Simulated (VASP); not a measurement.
Calculation: PBE GGA with D3 dispersion (Becke-Johnson damping), VASP's PBE PAW potentials (set 64) (plane waves; VASP).

Input for VASP

POSCAR:
```
AlSb
1
    0.0000000000     3.0784458068     3.0784458068
    3.0784458068     0.0000000000     3.0784458068
    3.0784458068     3.0784458068    -0.0000000000
Al Sb
1 1
Direct
  0.0000000000   0.0000000000   0.0000000000
  0.2500000000   0.2500000000   0.2500000000
```

### KPOINTS
```
k-points along high-symmetry lines
15
Line-mode
Reciprocal
  0.000000   0.000000   0.000000 ! GAMMA
 -0.500000  -0.500000   0.000000 ! X

 -0.500000  -0.500000   0.000000 ! X
 -0.375000  -0.375000   0.250000 ! U

 -0.375000  -0.000000   0.375000 ! K
  0.000000   0.000000   0.000000 ! GAMMA

  0.000000   0.000000   0.000000 ! GAMMA
 -0.000000  -0.000000   0.500000 ! L

 -0.000000  -0.000000   0.500000 ! L
 -0.500000  -0.250000   0.250000 ! W

 -0.500000  -0.250000   0.250000 ! W
 -0.500000  -0.500000   0.000000 ! X
```

**INCAR**
```
# general
SYSTEM   =  AlSb
PREC     =  Accurate
ENCUT    =  520
LREAL    =  .FALSE.
LASPH    =  .TRUE.
ICHARG   =  11

# electronic loop
EDIFF    =  1E-7   # SCF stop (eV)
NELM     =  100   # most electronic steps
ALGO     =  Normal   # blocked Davidson
LMAXMIX  =  4   # l cut-off of mixed one-centre charges

# smearing
ISMEAR   =  0   # Gaussian
SIGMA    =  0.05   # width (eV)

# functional
GGA      =  PE
IVDW     =  12   # D3, Becke-Johnson

# output
LWAVE    =  .FALSE.
LCHARG   =  .FALSE.
LORBIT   =  11
```

POTCAR, in this order: Al Sb (PBE.64 set). Program: vasp_std. Read from the step before: CHGCAR.

Output of the run:

File OSZICAR:
```
       N       E                     dE             d eps       ncg     rms          rms(c)
DAV:   1     0.168443828730E+02    0.16844E+02   -0.27492E+03  1440   0.716E+02
DAV:   2    -0.620117102271E+01   -0.23046E+02   -0.22355E+02  1864   0.841E+01
DAV:   3    -0.691017424840E+01   -0.70900E+00   -0.67769E+00  1984   0.170E+01
DAV:   4    -0.691538881795E+01   -0.52146E-02   -0.52146E-02  2216   0.160E+00
DAV:   5    -0.691543221612E+01   -0.43398E-04   -0.43398E-04  1952   0.110E-01
DAV:   6    -0.691543324420E+01   -0.10281E-05   -0.10281E-05  2160   0.142E-02
DAV:   7    -0.691543327415E+01   -0.29949E-07   -0.29949E-07  1984   0.184E-03
   1 F= -.75545056E+01 E0= -.75545056E+01  d E =-.166577E-11
```

File OUTCAR:
```
 val. band max:        4.7147243231   @ k =   0.0000   0.0000   0.0000

 cond. band min:       5.9260503072   @ k =  -0.4286  -0.4286   0.0000



 k-point     1 :       0.0000    0.0000    0.0000
  band No.  band energies     occupation
      1      -5.9591      2.00000
      2       4.7147      2.00000
      3       4.7147      2.00000
      4       4.7147      2.00000
      5       6.2525      0.00000
      6       7.8140      0.00000
      7       7.8140      0.00000
      8       7.8140      0.00000

 k-point     2 :      -0.0357   -0.0357    0.0000
  band No.  band energies     occupation
      1      -5.9434      2.00000
      2       4.5147      2.00000
      3       4.6585      2.00000
      4       4.6586      2.00000
      5       6.4494      0.00000
      6       7.7628      0.00000
      7       7.8924      0.00000
      8       7.8924      0.00000

 k-point     3 :      -0.0714   -0.0714    0.0000
  band No.  band energies     occupation
      1      -5.8966      2.00000
      2       4.0811      2.00000
      3       4.5062      2.00000
      4       4.5062      2.00000
      5       6.8574      0.00000
      6       7.6362      0.00000
      7       8.1112      0.00000
      8       8.1112      0.00000

 k-point     4 :      -0.1071   -0.1071    0.0000
  band No.  band energies     occupation
      1      -5.8190      2.00000
      2       3.5756      2.00000
      3       4.2923      2.00000
      4       4.2923      2.00000
      5       7.1754      0.00000
      6       7.5859      0.00000
      7       8.4350      0.00000
      8       8.4350      0.00000

 k-point     5 :      -0.1429   -0.1429    0.0000
  band No.  band energies     occupation
      1      -5.7115      2.00000
      2       3.0519      2.00000
      3       4.0490      2.00000
      4       4.0490      2.00000
      5       7.0737      0.00000
      6       7.8655      0.00000
      7       8.8306      0.00000
      8       8.8306      0.00000
...
```

The density is held fixed in this step, so its total energy and stress have no physical meaning. Unless said otherwise, spin-orbit coupling is left out, though it shifts the bands of the heavy elements here.

The compound is AlSb in the zinc blende structure. It was relaxed first.
